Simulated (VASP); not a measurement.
A run of VASP 6.6.1 is set up as follows.

Contents of INCAR:

```
SYSTEM = TiAl
PREC = Accurate
ENCUT = 600
EDIFF = 1E-7
ISMEAR = 0
SIGMA = 0.1
LREAL = .False.
LASPH = .True.
NELM = 60
ALGO = Normal
ISIF = 3
LWAVE = .False.
LCHARG = .False.
GGA = CA
IBRION = 2
NSW = 90
EDIFFG = -0.005
```

File KPOINTS:

```
Automatic mesh
0
Gamma
  14 14 14
  0 0 0
```

The input POSCAR:

```
TiAl
1.0
    3.1790640000      0.0000000000      0.0000000000
    0.0000000000      3.1790640000      0.0000000000
    0.0000000000      0.0000000000      3.1790640000
Ti Al
1 1
Direct
    0.0000000000      0.0000000000      0.0000000000
    0.5000000000      0.5000000000      0.5000000000
```

Potentials or basis: VASP PAW LDA potentials, release 64 (Ti_sv, Al).

Command:

```console
$ cat potpaw_LDA.64/Ti_sv/POTCAR potpaw_LDA.64/Al/POTCAR > POTCAR
$ mpirun -np 1 vasp_std > vasp.out
```

(1) Predict the relaxed cell.

(2) Estimate the band gap on the k mesh.

(3) Estimate the relaxed volume.

## Answers

(1) a = 3.126 Å, b = 3.126 Å, c = 3.126 Å, α = 90.00°, β = 90.00°, γ = 90.00°.

(2) none (metal or under the smearing width).

(3) 15.27 Å³/atom.
